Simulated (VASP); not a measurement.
# P (R-3m) in VASP: further runs

Aim: see how the results for P move with the level of theory and the settings. Levels: PBE, LDA. Tasks: relaxation of cell and atoms.

Everything below comes from runs of VASP 6.6.1. Logs are shortened: lines on timing, memory, paths and dates and some standing lists are left out, and cuts for length are marked.

## Step 1: Starting point

It takes space group R-3m (No. 166, trigonal). The conventional cell has a = 3.451 Å, b = 3.451 Å, c = 9.389 Å, α = 90.00°, β = 90.00°, γ = 120.00°. P (site symmetry 3m) is surrounded by 3 P at 2.29 Å.

This isn't the form of P at room conditions, which is orthorhombic.

## Step 2: Relaxation of cell and atoms, PBE

INCAR reads:

```
ALGO = Normal ; EDIFF = 1E-6
EDIFFG = -0.01 ; ENCUT = 600
GGA = PE ; IBRION = 2
ISIF = 3 ; ISMEAR = 1
LASPH = True ; LCHARG = False
LREAL = False ; LWAVE = False
NELM = 80 ; NSW = 90
PREC = Accurate ; SIGMA = 0.1
```

KPOINTS reads:

```
k-points
0
Gamma
  15 15 13
```

POSCAR reads:

```
P
1.0
    1.7257251780      0.9963478961      3.1296800121
   -1.7257251780      0.9963478961      3.1296800121
    0.0000000000     -1.9926957921      3.1296800121
P
2
Direct
    0.2270802500      0.2270802500      0.2270802500
    0.7729197500      0.7729197500      0.7729197500
```

Potentials or basis: VASP PAW PBE potentials, release 64 (P).

The run is started by

```console
$ cat potpaw_PBE.64/P/POTCAR > POTCAR
$ mpirun -np 1 vasp_std > vasp.out
```

OUTCAR:

```text
EDIFF = 1E-6
   EDIFFG = -0.01
   ENCUT = 600
   GGA = PE
   IBRION = 2
   ISIF = 3
   ISMEAR = 1
   LASPH = True
   LREAL = False
   NELM = 80
   NSW = 90
   PREC = Accurate

 ion  position               nearest neighbor table
   1  0.227  0.227  0.227-   2 2.29   2 2.29   2 2.29   2 2.82   2 2.82   2 2.82
   2  0.773  0.773  0.773-   1 2.29   1 2.29   1 2.29   1 2.82   1 2.82   1 2.82

  LATTYP: Found a trigonal (rhomboedric) cell.
 ALAT       =     3.7102201415
 COS(alpha) =     0.5673129383

  Lattice vectors:

 A1 = (   1.7257251780,   0.9963478961,   3.1296800121)
 A2 = (  -1.7257251780,   0.9963478961,   3.1296800121)
 A3 = (   0.0000000000,  -1.9926957921,   3.1296800121)

Analysis of symmetry for initial positions (statically):
=====================================================================
 Subroutine PRICEL returns:
 Original cell was already a primitive cell.

 Routine SETGRP: Setting up the symmetry group for a
 trigonal (rhombohedral) supercell.

 Subroutine GETGRP returns: Found 12 space group operations
 (whereof 12 operations were pure point group operations)
 out of a pool of 12 trial point group operations.

The static configuration has the point symmetry D_3d.

Analysis of symmetry for dynamics (positions and initial velocities):
=====================================================================
 Subroutine PRICEL returns:
 Original cell was already a primitive cell.

 Routine SETGRP: Setting up the symmetry group for a
 trigonal (rhombohedral) supercell.

 Subroutine GETGRP returns: Found 12 space group operations
 (whereof 12 operations were pure point group operations)
 out of a pool of 12 trial point group operations.

The dynamic configuration has the point symmetry D_3d.

 Subroutine INISYM returns: Found 12 space group operations
 (whereof 12 operations are pure point group operations),
 and found     1 'primitive' translations

----------------------------------------------------------------------------------------

                                     Primitive cell

  volume of cell :      32.2875

  direct lattice vectors                    reciprocal lattice vectors
     1.725725178  0.996347896  3.129680012     0.289733271  0.167277582  0.106507161
    -1.725725178  0.996347896  3.129680012    -0.289733271  0.167277582  0.106507161
     0.000000000 -1.992695792  3.129680012     0.000000000 -0.334555164  0.106507161

  length of vectors
     3.710220141  3.710220141  3.710220141     0.351099605  0.351099605  0.351099605

  position of ions in fractional coordinates (direct lattice)
     0.227080250  0.227080250  0.227080250
     0.772919750  0.772919750  0.772919750

  ion indices of the primitive-cell ions
   primitive index   ion index
                 1           1
                 2           2

----------------------------------------------------------------------------------------

 KPOINTS: k-points

Automatic generation of k-mesh.
 Grid dimensions read from file:
 generate k-points for:   15   15   13

 Generating k-lattice:

  Cartesian coordinates                     Fractional coordinates (reciprocal lattice)
     0.019315551  0.011151839  0.007100477     0.066666667 -0.000000000  0.000000000
    -0.019315551  0.011151839  0.007100477    -0.000000000  0.066666667  0.000000000
     0.000000000 -0.025735013  0.008192859     0.000000000  0.000000000  0.076923077

  Length of vectors
     0.023406640  0.023406640  0.027007662

  Shift w.r.t. Gamma in fractional coordinates (k-lattice)
     0.000000000  0.000000000  0.000000000

 -----------------------------------------------------------------------------
|                                                                             |
|           W    W    AA    RRRRR   N    N  II  N    N   GGGG   !!!           |
|           W    W   A  A   R    R  NN   N  II  NN   N  G    G  !!!           |
|           W    W  A    A  R    R  N N  N  II  N N  N  G       !!!           |
[... 29 lines left out ...]
  0.333333  0.000000 -0.000000      4.000000
[... 16 lines left out ...]
  0.133333  0.133333 -0.000000      2.000000
  0.200000  0.133333 -0.000000      4.000000
 [... further k-points ...]
   k-points           NKPTS =    784   k-points in BZ     NKDIM =    784   number of bands    NBANDS=      9
   number of dos      NEDOS =    301   number of ions     NIONS =      2
   total plane-waves  NPLWV =  27000
   dimension x,y,z NGX =    30 NGY =   30 NGZ =   30
   dimension x,y,z NGXF=    60 NGYF=   60 NGZF=   60
   ions per type =               2
   NGX,Y,Z   is equivalent  to a cutoff of  13.44, 13.44, 13.44 a.u.
   NGXF,Y,Z  is equivalent  to a cutoff of  26.88, 26.88, 26.88 a.u.
 SYSTEM =  unknown system
   PREC   = accura    normal or accurate (medium, high low for compatibility)
   ISTART =      0    job   : 0-new  1-cont  2-samecut
   ICHARG =      2    charge: 1-file 2-atom 10-const
   ISPIN  =      1    spin polarized calculation?
   LNONCOLLINEAR =      F non collinear calculations
   LSORBIT =      F    spin-orbit coupling
   LASPH  =      T    aspherical Exc in radial PAW
   ENCUT  =  600.0 eV  44.10 Ry    6.64 a.u.   7.41  7.41  7.41*2*pi/ulx,y,z
   NELM   =     80;   NELMIN=  2; NELMDL= -5     # of ELM steps
   EDIFF  = 0.1E-05   stopping-criterion for ELM
   LREAL  =      F    real-space projection
   EDIFFG = -.1E-01   stopping-criterion for IOM
   NSW    =     90    number of steps for IOM
   IBRION =      2    ionic relax: 0-MD 1-quasi-New 2-CG
   NFREE  =      1    steps in history (QN), initial steepest desc. (CG)
   ISIF   =      3    stress and relaxation
   ISYM   =      2    0-nonsym 1-usesym 2-fastsym
   POTIM  = 0.5000    time-step for ionic-motion
   TEBEG  =    0.0;   TEEND  =   0.0 temperature during run
   PSTRESS=    0.0 pullay stress
   NELECT =      10.0000    total number of electrons
   NUPDOWN=      -1.0000    fix difference up-down
   EMIN   =  10.00;   EMAX   =-10.00  energy-range for DOS
   EFERMI =   0.00;   METHOD = LEGACY
   ISMEAR =     1;   SIGMA  =   0.10  broadening in eV -4-tet -1-fermi 0-gaus
   EFERMI_NEDOS =   21; number of points for ismear=-14 and -15
   IALGO  =     38    algorithm
   IMIX   =      4    mixing-type and parameters
     AMIX     =   0.40;   BMIX     =  1.00
     AMIX_MAG =   1.60;   BMIX_MAG =  1.00
  volume/ion in A,a.u.               =      16.14       108.94
  Fermi-wavevector in a.u.,A,eV,Ry     =   1.107636  2.093128 16.692396  1.226857
  Thomas-Fermi vector in A             =   2.244152
   LORBIT       =      0    0 simple, 1 ext, 2 COOP (PROOUT), +10 PAW based schemes
   GGA     = PE    functional components
   LHFCALC =     F    Hartree Fock is set to
   AEXX    =    0.0000 exact exchange contribution
   IVDW    =     0    specifies the selected vdW correction
   LEPSILON=     F    determine dielectric tensor
   LRPA    =     F    only Hartree local field effects (RPA)
 conjugate gradient relaxation of ions
 non-spin polarized calculation
 Methfessel and Paxton  Order N= 1 SIGMA  =   0.10
  energy-cutoff  :      600.00
  volume of cell :       32.29
 maximum number of plane-waves:      1094
 NGX is ok and might be reduce to    30
   NGX = 15   NGY = 15   NGZ = 15

--------------------------------------- Ionic step        1  -------------------------------------------

 number of electron      10.0000000 magnetization

 Free energy of the ion-electron system (eV)
  ---------------------------------------------------
  ext. energy  EPLUGINS =         0.00000000
  ---------------------------------------------------
  free energy    TOTEN  =       -10.64460962 eV

  energy without entropy =      -10.64444231  energy(sigma->0) =      -10.64455385

------------------------ aborting loop because EDIFF is reached ----------------------------------------

  FORCE on cell =-STRESS in cart. coord.  units (eV):
  Direction    XX          YY          ZZ          XY          YZ          ZX
  --------------------------------------------------------------------------------------
  -------------------------------------------------------------------------------------
  Total        0.3387025      0.3387025      0.1824523      0.0000000      0.0000000      0.0000000
  in kB       16.8071928     16.8071928      9.0536996      0.0000000      0.0000000      0.0000000
  external PRESSURE =      14.2226951 kB  Pullay stress =       0.0000000 kB
[... 89 lines left out ...]
  FREE ENERGIE OF THE ION-ELECTRON SYSTEM (eV)
  ---------------------------------------------------
  free  energy   TOTEN  =       -10.6484154898 eV

  energy  without entropy=      -10.6482003876  energy(sigma->0) =      -10.64834379

[... ionic steps 4 to 8 ...]

--------------------------------------- Ionic step        9  -------------------------------------------

 number of electron      10.0000000 magnetization

------------------------ aborting loop because EDIFF is reached ----------------------------------------
[... 67 lines left out ...]
--------------------------------------- Ionic step       11  -------------------------------------------

 number of electron      10.0000000 magnetization

 Free energy of the ion-electron system (eV)
  ---------------------------------------------------
  ext. energy  EPLUGINS =         0.00000000
  ---------------------------------------------------
  free energy    TOTEN  =       -10.65018407 eV

  energy without entropy =      -10.65023724  energy(sigma->0) =      -10.65020179

 E-fermi :   8.9819     XC(G=0): -10.7789

 val. band max:        8.9733690977   @ k =  -0.4667  -0.4667   0.4615
 cond. band min:       8.9929790713   @ k =  -0.0667   0.0000   0.4615
 fundamental gap:      0.0196099736
 Fermi energy:         8.9818892531

 k-point     1 :       0.0000    0.0000    0.0000
  band No.  band energies     occupation
      1      -7.4695      2.00000
      2       5.5467      2.00000
      3       5.9953      2.00000
      4       6.0990      2.00000
      5       6.0990      2.00000
      6      10.5160     -0.00000
      7      11.7647      0.00000
      8      11.7647      0.00000
      9      14.6129      0.00000
[... 265 lines left out ...]
 k-point    24 :       0.2000    0.1333   -0.0000
  band No.  band energies     occupation
      1      -6.8591      2.00000
      2       2.7277      2.00000
      3       4.8156      2.00000
      4       5.2825      2.00000
      5       7.9973      2.00000
      6      10.1858     -0.00000
      7      11.0718      0.00000
      8      12.6035      0.00000
      9      13.6461      0.00000

 [... further k-points ...]

------------------------ aborting loop because EDIFF is reached ----------------------------------------

  FORCE on cell =-STRESS in cart. coord.  units (eV):
  Direction    XX          YY          ZZ          XY          YZ          ZX
  --------------------------------------------------------------------------------------
  -------------------------------------------------------------------------------------
  Total        0.0065524      0.0065524      0.0068123      0.0000000      0.0000000      0.0000000
  in kB        0.3262581      0.3262581      0.3391998      0.0000000      0.0000000      0.0000000
  external PRESSURE =       0.3305720 kB  Pullay stress =       0.0000000 kB
[... 17 lines left out ...]
  FREE ENERGIE OF THE ION-ELECTRON SYSTEM (eV)
  ---------------------------------------------------
  free  energy   TOTEN  =       -10.6501840744 eV

  energy  without entropy=      -10.6502372354  energy(sigma->0) =      -10.65020179

 reached required accuracy - stopping structural energy minimisation
```

It took 12 min on 1 thread of Intel Xeon Platinum 8488C (Sapphire Rapids), shared host; peak memory 0.37 GiB.

Results:

```
Free energy                            : -10.6502 eV
Relaxed volume                         : 16.09 Å³/atom
Relaxed cell                           : a = 3.671 Å, b = 3.671 Å, c = 3.671 Å, α = 56.53°, β = 56.53°, γ = 56.53°
Space group after relaxing (to 0.05 Å) : R-3m (No. 166)
Energy gained by relaxing              : 2.8 meV/atom
Ionic steps                            : 11
Pressure after relaxing                : 0.0 GPa
Largest force after relaxing           : 0.004 eV/Å
Band gap on the k mesh                 : none (metal or under the smearing width)
```

Forces on the atoms (eV/Å):
```
P    0.000  0.000 -0.004
P    0.000  0.000  0.004
```

The path:
| step | energy change (eV) | largest force (eV/Å) | pressure (GPa) | volume (Å³) |
| --- | --- | --- | --- | --- |
| 1 | 0.0000 | 0.2522 | 1.42 | 32.29 |
| 2 | -0.0023 | 0.1010 | -1.27 | 32.96 |
| 3 | -0.0038 | 0.0337 | -0.26 | 32.70 |
| 4 | -0.0042 | 0.0250 | -0.21 | 32.61 |
| 5 | -0.0051 | 0.0031 | 0.00 | 32.34 |
| 6 | -0.0044 | 0.0588 | 0.55 | 31.80 |
| 7 | -0.0052 | 0.0195 | 0.15 | 32.18 |
| 8 | -0.0055 | 0.0230 | -0.07 | 32.20 |
| 9 | -0.0055 | 0.0234 | -0.09 | 32.20 |
| 10 | -0.0055 | 0.0273 | 0.21 | 32.13 |
| 11 | -0.0056 | 0.0038 | 0.03 | 32.18 |

Final structure:
```xyz
2
Lattice="1.7385 1.0037 3.0734 -1.7385 1.0037 3.0734 0.0000 -2.0074 3.0734" Properties=species:S:1:pos:R:3 pbc="T T T"
P     0.0000    0.0000    2.1119
P     0.0000    0.0000    7.1083
```

## Step 3: Relaxation of cell and atoms, PBE

This run uses another cell than the first one, of 16.09 Å³/atom, 0.997 times its volume.

INCAR, as its differences from that of step 2:

```diff
@@ -1,3 +1,3 @@
-ALGO = Normal ; EDIFF = 1E-6
-EDIFFG = -0.01 ; ENCUT = 600
+ALGO = Normal ; EDIFF = 1E-7
+EDIFFG = -0.005 ; ENCUT = 600
 GGA = PE ; IBRION = 2
```

KPOINTS is that of step 2.

POSCAR reads:

```
P                                       
1.0
    1.7384733166      1.0037080374      3.0734091217
   -1.7384733166      1.0037080374      3.0734091217
    0.0000000000     -2.0074160746      3.0734091217
  P             
     2
Direct
     0.2290558359453096    0.2290558359453096    0.2290558359453095
     0.7709441640546907    0.7709441640546907    0.7709441640546906
```

Potentials or basis: VASP PAW PBE potentials, release 64 (P).

The run is started by

```console
$ cat potpaw_PBE.64/P/POTCAR > POTCAR
$ mpirun -np 1 vasp_std > vasp.out
```

It took 2.4 min on 1 thread of Intel Xeon Platinum 8488C (Sapphire Rapids), shared host; peak memory 0.35 GiB.

Results (log left out):

| Property | Result |
| --- | --- |
| Free energy | -10.6502 eV |
| Pressure after relaxing | 0.0 GPa |
| Largest force after relaxing | 0.004 eV/Å |
| Band gap on the k mesh | none (metal or under the smearing width) |

Forces on the atoms (eV/Å):
```
P    0.000  0.000 -0.004
P    0.000  0.000  0.004
```

Final structure:
```xyz
2
Lattice="1.7385 1.0037 3.0734 -1.7385 1.0037 3.0734 0.0000 -2.0074 3.0734" Properties=species:S:1:pos:R:3 pbc="T T T"
P     0.0000    0.0000    2.1119
P     0.0000    0.0000    7.1083
```

Levels at points of the mesh, in eV from the Fermi level:
| k point | band 3 | band 4 | band 5 | band 6 | band 7 | band 8 |
| --- | --- | --- | --- | --- | --- | --- |
| (0.00, 0.00, 0.00) | -2.99 | -2.88 | -2.88 | 1.53 | 2.78 | 2.78 |

Caveat: the relaxation stopped at its first step, so nothing moved.

(Part 1 of 2 ends here.)
